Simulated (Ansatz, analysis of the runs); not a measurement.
# A defect in a wire: W wire along [100], 2 atoms a period, Mg in place of one W, part 3 of 3

Wanted: the relaxed defect and the transmission past it, beside the channels of the perfect wire.

Ansatz 0.2.0; DFT PBE, plane waves, PAW; relaxation of a wire's period (the session's first sound run).

So far, conductance of the lead as this run defines it (G₀): step 3 (the wire at its relaxed period) 3.86.

### 5. Transmission

This step: DFT PBE, plane waves, PAW; transmission of a junction in a wire (Ansatz 0.2.0).

The cell is now read as a scatterer between two semi-infinite leads, named by two sites one period apart. The scattering states in its self-consistent potential are matched to the leads' states at each energy. One point across is taken, as for a wire in vacuum.

Contents of input.yaml:

```yaml
crystal:
  lattice:
    - [8.385, 0.0, 0.0]
    - [0.0, 8.385, 0.0]
    - [0.0, 0.0, 26.8049862879]
  atoms:
    - { symbol: W, position: [0.426063455, 0.426063455, 0.0] }
    - { symbol: W, position: [0.573936545, 0.573936545, 0.055555556] }
    - { symbol: W, position: [0.426063455, 0.426063455, 0.111111111] }
    - { symbol: W, position: [0.573936545, 0.573936545, 0.166666667] }
    - { symbol: W, position: [0.426063455, 0.426063455, 0.222222222] }
    - { symbol: W, position: [0.573936545, 0.573936545, 0.277777778] }
    - { symbol: W, position: [0.43598926, 0.43598926, 0.3386550606] }
    - { symbol: W, position: [0.584610408, 0.584610408, 0.3956373081] }
    - { symbol: W, position: [0.4406747605, 0.4406747605, 0.4519253572] }
    - { symbol: Mg, position: [0.6388048289, 0.6388048289, 0.5023941933] }
    - { symbol: W, position: [0.434179811, 0.434179811, 0.5488908008] }
    - { symbol: W, position: [0.5724589934, 0.5724589934, 0.607468462] }
    - { symbol: W, position: [0.426063455, 0.426063455, 0.666666667] }
    - { symbol: W, position: [0.573936545, 0.573936545, 0.722222222] }
    - { symbol: W, position: [0.426063455, 0.426063455, 0.777777778] }
    - { symbol: W, position: [0.573936545, 0.573936545, 0.833333333] }
    - { symbol: W, position: [0.426063455, 0.426063455, 0.888888889] }
    - { symbol: W, position: [0.573936545, 0.573936545, 0.944444444] }
kpoints:
  mp_grid: { grid: [1, 1, 3] }
scf:
  occupations: { method: fermi_dirac, width: 0.05 }
hamiltonian:
  xc: pbe
output:
  transmission:
    e_range: [-1.26, 1.26]
    de: 0.035
    kmesh: [1, 1]
    reduced_basis: true
    leads: [[16, 0]]
  dos: { projected: true, e_range: [-4, 3] }
  write_potential: true
  write_density: true
  volumetric_format: npy
  elf: true
basis:
  ecutwfc: "350 eV"
```

On the command line:

```console
$ ansatz run input.yaml --threads 4 --pin off --max-ram 16384MiB --backend cpu --events-out ev --progress --plain --runs-dir out
```

Numbers of over 12 decimals in the logs are rounded to 6 here.

Log:

```text
[...]
Crystal: 18 atoms, lattice volume = 1884.611 Å³
Basis set: ecut = 350 eV, 27997 PW (Γ)
Bands: 149, of which v1, the nominal top of the filled ones, is band 124 counted from 1 (123 counted from 0)
Symmetry: 2 space group operations
[...]
k-points: 2 of 3 (time reversal used)
[...]
SCF iter   1: F=—  HF=-178399.341164 eV  |F-HF|=—  |Δ(HF+E_count)|=         —  Δρ=8.07e-3  dr2=1.96e0  ethr=1.77e-3  ⟨swp⟩=9.0  Hψ=1186  notcnv=0
[...]
SCF iter  11: F=-178399.138950 eV  HF=-178399.138950 eV  |F-HF|=1.31e-8  |Δ(HF+E_count)|=   1.36e-8  Δρ=8.26e-7  dr2=2.86e-8  ethr=4.03e-11  ⟨swp⟩=6.0  Hψ=750  notcnv=0
SCF 1 converged in 11 iterations: F = -178399.138950 eV  dr2 = 2.86e-8
[...]
transmission: 31 of 186 steps passed
transmission: 62 of 186 steps passed
[...]
transmission: 186 of 186 steps passed
WARN: The output density's exchange-correlation potential varies sharply where the density is thin. Do not read a vacuum level from v_tot or v_xc, or from such a field of the output density. On a cell that repeats whose density bears no net charge and no dipole along the vacuum's axis use v_es (v_loc + v_h of the components); under efield.dipole_correction with no amplitude use v_es + v_field, which holds any externa [...]
SCF converged after 11 iterations
Free energy (F): -178399.138950 eV
[...]
Internal energy: -178398.976872 eV  (E = F + TS)
E sigma→0 (E₀):  -178399.057911 eV
Entropy (-TS):   -0.162078 eV (-9.004 meV/atom)
Fermi energy:    0.028458 eV
[...]
--- Band table (eV) ---
  k-point 0: bands = [... 120 lower, -0.2810, -0.1076, -0.0920, 0.0000, 0.0315, 0.0538, 0.5282, 0.5808, ... 21 higher]
  k-point 1: bands = [... 120 lower, -0.3015, -0.2275, -0.1208, -0.0337, 0.1469, 0.2309, 0.3990, 0.6091, ... 21 higher]
--- Transmission ---
  basis      : 509 plane waves across, 31 finite elements along
  points     : 1, standing for a mesh of 1 x 1
[...]
crystal 0  : W2, at the sites [16, 0], period 2.9783 Å, over 17.87 Å; its Hamiltonian steps by up to 20.3 meV
[...]
filled         : 43.1 meV under the level at which it is neutral
    channels       : 4.000000e0 a spin
[...]
junction   : crystal 0 to crystal 0, -0.05 to 23.78 Å
    transmission   : 1.277933e0 a spin
    error estimate : 2.645871e-4 a spin from the reduction of the transverse basis, at the most 2.516751e-3 at 1.120000 eV
    conductance    : 1.4009e14 S/m² at 300 K (1.3943e14 on every other energy)
    error estimate : 0.5 % from the energy spacing and 0.0 % from band edges of the leads and from resonances (wavevectors taken as independent; lower de), 0.0 % from the reduction of the transverse basis, 3.1 % from the steps of its leads' Hamiltonians or their offsets (lay more layers), 3.6 % from the distance to neutral
    resistance     : 4.8528e-3 Ω µm² beyond half of each lead's own
```

Wall time 74 s (4 threads of Arm Neoverse V1, shared host); peak memory 2 GiB.

This step gave:

| Item | Value |
| --- | --- |
| energy at zero smearing | -178399.0579 eV |
| transmission at the energy nearest the Fermi level, one spin | 1.278 |
| step of the lead's Hamiltonian | 20.3 meV |
| conductance of the junction | 1.271 G₀ |

Table of transmission, one spin by energy, zero at the Fermi level:

```csv
energy (eV),"transmission, one spin"
-1.26,0.906
-1.19,0.980
-1.08,1.16
-1.01,1.31
-0.91,1.56
-0.84,1.70
-0.73,1.80
-0.67,2.18
-0.56,1.79
-0.49,1.39
-0.39,1.54
-0.32,1.43
-0.21,1.38
-0.14,1.36
-0.04,1.31
0.00,1.28
0.04,1.24
0.14,1.13
0.21,1.12
0.32,1.08
0.39,1.03
0.49,0.939
0.56,0.960
0.59,1.40
0.67,0.825
0.73,0.714
0.84,1.64
0.88,2.12
0.91,2.07
1.01,0.672
1.08,0.841
1.19,0.804
1.26,0.807
```

Open channels of the lead, one spin against energy, zero at the Fermi level:

```csv
energy (eV),"open channels of the lead, one spin"
-1.26,3
-1.19,3
-1.08,3
-1.01,3
-0.91,3
-0.84,3
-0.73,3
-0.67,3
-0.56,3
-0.49,3
-0.39,4
-0.32,4
-0.21,4
-0.14,4
-0.04,4
0.00,4
0.04,4
0.14,2
0.21,2
0.32,2
0.39,2
0.49,2
0.56,1
0.67,2
0.73,2
0.84,4
0.91,6
1.01,4
1.08,4
1.19,4
1.26,4
```

Projected DOS an atom over height of the atomic layer and energy from the Fermi level.  broadened by a Gaussian of 0.15 eV, since few k-points sample the long cell.

Values in states/eV, 12 rows by 16 columns, each cell a mean:
```
2.26 2.22 2.06 1.89 1.93 1.73 1.88 2.27 0.54 2.35 2.02 1.90 2.12 2.12 2.18 2.18
2.14 2.06 1.96 1.86 1.70 1.61 1.32 1.72 0.58 1.62 1.43 1.70 1.77 1.97 2.05 2.13
0.61 0.63 0.65 0.70 0.78 0.86 0.70 1.15 0.31 1.07 0.75 0.92 0.83 0.75 0.64 0.64
1.10 1.10 1.09 1.07 0.94 1.06 0.97 1.57 0.52 1.48 1.01 1.02 0.94 1.01 1.07 1.11
0.87 0.92 0.93 0.95 1.09 1.20 1.13 2.35 0.73 2.40 1.26 1.16 1.02 0.98 0.93 0.90
1.04 0.89 0.91 0.91 1.00 1.29 1.49 1.98 0.32 1.75 1.32 1.09 0.83 0.88 0.94 0.91
1.05 1.17 1.23 1.33 1.45 1.31 1.86 1.54 0.19 1.65 1.72 1.25 1.34 1.24 1.17 1.14
2.18 2.34 2.22 2.18 2.51 2.90 2.82 1.80 0.33 2.12 2.82 2.45 1.97 2.06 2.28 2.33
2.82 2.64 2.85 3.16 3.02 2.60 2.09 1.76 0.31 1.56 2.06 2.95 3.32 2.97 2.64 2.64
1.88 1.88 1.67 1.34 0.98 0.71 0.74 0.78 0.33 0.87 0.93 1.05 1.46 1.78 1.87 1.89
0.31 0.38 0.40 0.33 0.30 0.41 0.59 0.49 0.29 0.53 0.54 0.35 0.28 0.36 0.43 0.36
0.54 0.39 0.28 0.36 0.54 0.65 0.73 0.56 0.27 0.50 0.67 0.61 0.41 0.24 0.33 0.55
```
Columns: height of the atomic layer (Å) from 0 to 25.3 (not evenly spaced); rows upwards: energy from the Fermi level (eV) from -3.98 to 1.47.

Valence density in the ca plane at fractional y = 0.426, with atoms of W within 0.2 Å of it. It is the smooth field of the valence electrons, not physical close to the nuclei.

Ten steps, logarithmic in the rise over the least value, from '0' (0.0 e/Å³) to '9' (5.1 e/Å³), each cell a mean:
```
00000000000000000000000000000000000000000000
00000000000000000000000000000000000000000000
00000000000000000000000000000000000000000000
00000000000000000000000000000000000000000000
00000000000000000000000000000000000000000000
00000000000000001100000000000000000000000000
11111111111111111111111111111111111111111111
22222222222222222222221111122222222222222222
33333333333333333333332222233333333333333333
44444444444444444444443333444444444444444444
45666544456776544457775444677654445666544456
57899754458998644579997556899854457899754568
58999854469999744589998557999964458999854579
58999854458999743479998547999864348999854479
46898643346887533357886445788743336898643358
34565432234554322234543333455432224566432235
22232211112222111112222222222211112233221122
11111110001111000011111111111110001111111111
00000000000000000000000000000000000000000000
00000000000000000000000000000000000000000000
00000000000000000000000000000000000000000000
00000000000000000000000000000000000000000000
00000000000000000000000000000000000000000000
```
Columns run along c (16.0 Å, from fractional 0.18 to 0.78 of the cell), rows up along a (8.4 Å). Atoms in or near the plane, at fractional coordinates: W at (0.22, 0.43), W at (0.34, 0.44), W at (0.45, 0.44), W at (0.55, 0.43), W at (0.67, 0.43).

ELF in the ca plane at fractional y = 0.426, with atoms of W within 0.2 Å of it. It is the smooth field of the valence electrons, not physical close to the nuclei.

Values, 12 rows by 16 columns, each cell a mean:
```
0.00 0.00 0.00 0.00 0.00 0.00 0.01 0.01 0.00 0.01 0.01 0.01 0.00 0.00 0.00 0.00
0.05 0.05 0.04 0.04 0.05 0.05 0.06 0.08 0.04 0.05 0.07 0.05 0.04 0.05 0.04 0.05
0.15 0.18 0.14 0.15 0.20 0.15 0.18 0.24 0.14 0.16 0.22 0.14 0.15 0.18 0.13 0.16
0.30 0.42 0.24 0.32 0.45 0.30 0.35 0.46 0.30 0.34 0.45 0.25 0.32 0.41 0.24 0.32
0.44 0.53 0.36 0.46 0.48 0.45 0.46 0.43 0.45 0.42 0.52 0.33 0.47 0.51 0.36 0.45
0.43 0.44 0.44 0.43 0.48 0.42 0.42 0.50 0.43 0.40 0.46 0.42 0.43 0.43 0.45 0.43
0.46 0.46 0.38 0.43 0.44 0.38 0.43 0.45 0.41 0.49 0.47 0.38 0.45 0.45 0.38 0.46
0.41 0.59 0.31 0.35 0.60 0.33 0.33 0.59 0.32 0.46 0.53 0.30 0.40 0.59 0.33 0.41
0.26 0.21 0.29 0.27 0.19 0.27 0.27 0.21 0.34 0.27 0.21 0.30 0.21 0.22 0.35 0.25
0.19 0.15 0.19 0.19 0.14 0.16 0.19 0.20 0.26 0.24 0.20 0.18 0.15 0.16 0.25 0.19
0.07 0.06 0.05 0.06 0.05 0.04 0.05 0.08 0.08 0.09 0.08 0.05 0.05 0.07 0.08 0.07
0.00 0.01 0.00 0.00 0.00 0.00 0.00 0.00 0.00 0.00 0.01 0.00 0.00 0.01 0.00 0.00
```
Columns run along c (16.0 Å, from fractional 0.18 to 0.78 of the cell), rows up along a (8.4 Å). Atoms in or near the plane, at fractional coordinates: W at (0.22, 0.43), W at (0.34, 0.44), W at (0.45, 0.44), W at (0.55, 0.43), W at (0.67, 0.43).

Electrostatic potential energy in the ca plane at fractional y = 0.426, with atoms of W within 0.2 Å of it. With pseudopotentials it is smooth inside the atoms' cores, unlike the true potential.

Values in eV, 12 rows by 16 columns, each cell a mean:
```
  4   4   4   4   4   4   4   4   4   4   4   4   4   4   4   4
  4   4   4   4   4   4   4   4   4   4   4   4   4   4   4   4
  4   4   4   4   4   4   4   4   4   4   4   4   4   4   3   4
  3   4   2   3   4   3   3   4   4   4   4   2   3   4   2   3
  0   1  -1   0   1   0   0   0   3   2   1  -1   1   2  -1   0
 -9 -22  -4  -8 -29  -5  -7 -32  -6 -16 -23  -3  -9 -22  -4 -10
-30 -56 -10 -23 -58 -17 -19 -59 -21 -41 -51  -4 -30 -56 -10 -30
-21 -45  -6 -12 -42  -9  -9 -39 -10 -26 -36  -2 -21 -45  -6 -21
 -1  -6   1   1  -4   1   1  -3   1  -1  -3   2  -2  -6   1  -1
  3   2   3   3   3   3   3   3   4   3   3   4   3   2   3   3
  4   4   4   4   4   4   4   4   4   4   4   4   4   4   4   4
  4   4   4   4   4   4   4   4   4   4   4   4   4   4   4   4
```
Columns run along c (16.0 Å, from fractional 0.18 to 0.78 of the cell; values clipped at the 3rd and 97th percentile), rows up along a (8.4 Å). Atoms in or near the plane, at fractional coordinates: W at (0.22, 0.43), W at (0.34, 0.44), W at (0.45, 0.44), W at (0.55, 0.43), W at (0.67, 0.43).

By hand: the program gives 1.4009 × 10^14 S/m² over the cell's cross-section of 70.31 Å² = 7.031 × 10^-19 m², so one cell conducts 9.849 × 10^-5 S. Divided by G0 = 2e²/h = 7.748 × 10^-5 S this is 1.27 G0, a resistance of 10.2 kΩ.

The conductance is 1.27 G₀, with 4 channels a spin open in the lead. The lead's Hamiltonian steps by 20.3 meV, which the program lets pass, though it counts in the error estimate.

### 6. Conductance and thermopower from T(E)

This step: Landauer integrals over the computed T(E), interpolated linearly between its energies (analysis of the runs above).

Conductance and thermopower are moments of T(E) over the thermal window; sliding the window along E stands for a gate that leaves T(E) rigid.

Numbers from this step:

```
conductance at 300 K, interpolated from T(E) : 1.271 G₀
thermopower at 300 K                         : 5.447 μV/K
Lorenz number over L0                        : 0.9874
```

T(E) held rigid; rough near sharp steps of T(E). Table of conductance at 300 K by shift of the leads' level:

shift of the leads' level (eV), conductance at 300 K (G₀) and a bar from the least value:
```
   -0.900       1.57 ##################
   -0.850       1.64 ####################
   -0.800       1.65 ####################
   -0.750       1.75 #######################
   -0.700       1.98 ############################
   -0.650       2.06 ##############################
   -0.600       1.95 ###########################
   -0.550       1.73 ######################
   -0.500       1.52 #################
   -0.450       1.44 ###############
   -0.400       1.46 ################
   -0.350       1.47 ################
   -0.300       1.43 ###############
   -0.250       1.40 ##############
   -0.200       1.38 ##############
   -0.150       1.36 #############
   -0.100       1.34 #############
   -0.050       1.31 ############
    0.000       1.27 ###########
    0.050       1.22 ##########
    0.100       1.16 ########
    0.150       1.13 ########
    0.200       1.12 #######
    0.250       1.11 #######
    0.300       1.09 #######
    0.350       1.06 ######
    0.400       1.02 #####
    0.450       0.98 ####
    0.500       0.97 ####
    0.550       1.03 #####
    0.600       1.09 #######
    0.650       0.95 ###
    0.700       0.81 
    0.750       0.82 
    0.800       1.15 ########
    0.850       1.63 ####################
    0.900       1.81 ########################
```

T(E) held rigid; rough near sharp steps of T(E). Table of thermopower at 300 K by shift of the leads' level:

```csv
shift of the leads' level (eV),thermopower at 300 K (μV/K)
-0.900,-8.52
-0.800,-3.94
-0.750,-14.6
-0.650,1.25
-0.550,18.6
-0.450,2.43
-0.400,-1.82
-0.300,3.61
-0.200,1.86
-0.150,1.89
-0.050,3.89
0.050,6.54
0.150,2.67
0.200,1.72
0.300,3.31
0.400,5.54
0.450,4.02
0.550,-10.1
0.650,22.8
0.750,-28.0
0.800,-52.9
0.900,6.55
```

The two levels move by half the bias each and T(E) is held rigid. Table of current from the zero-bias T(E) by bias:

```csv
bias (V),current from the zero-bias T(E) (μA)
0.000,0
0.100,9.83
0.200,19.6
0.300,29.2
0.400,38.9
0.500,48.6
0.600,58.3
0.700,68.1
0.800,77.8
0.900,87.2
1.000,96.7
1.100,107
1.200,118
1.300,130
1.400,141
1.500,151
1.600,162
1.700,173
1.800,187
1.900,199
```

By hand, Mott's formula: S = −(π²k²T/3e) d ln T/dE, and π²k²T/3e = 7.33 μV/K × eV at 300 K. The computed T is 1.33 at -0.070 eV and 1.19 at +0.070 eV, so d ln T/dE ≈ -0.776 per eV and S ≈ 5.69 μV/K, against 5.45 from the integrals.

The thermopower is 5.45 μV/K. The Lorenz ratio is 0.99, where the Wiedemann-Franz law gives 1. Moving the level by up to 0.1 eV either way gives 2.6 to 6.5 μV/K.

### 7. What came out

* conductance of the perfect wire: 3.86 G₀
* conductance, Mg in place of one W: 1.27 G₀
* thermopower, Mg in place of one W: 5.45 μV/K

In words: Summed over the computed window, 40 % of the lead's open channels pass the defect; the conductance at 300 K is 1.27 G₀. With Mg in place of one W, 32 % of the conductance of that run's own lead (3.97 G₀) is left. Transport is coherent and elastic here: the atoms are frozen, so scattering by vibrations plays no part. The free region is short: held atoms still bear up to 0.6 eV/Å after a relaxation. Spin-orbit coupling is left out, which matters for the bands of heavy atoms. A junction with open d shells ran without spin, after the few moments seeded in its relaxation died away; moments on all d atoms were not tried. A cutoff under the files' recommended one was taken to save time; its effect on T(E) was not tested here.

[Logs are printed without paths, hosts, clocks, repeated set-up lines and the standing remarks that a program may print on its own settings, such as how far it seeks lower states.]

[Hosts, paths, dates, database ids (printed as entryN), source tags and the programs' standing remarks are cut or masked in the printed files.]
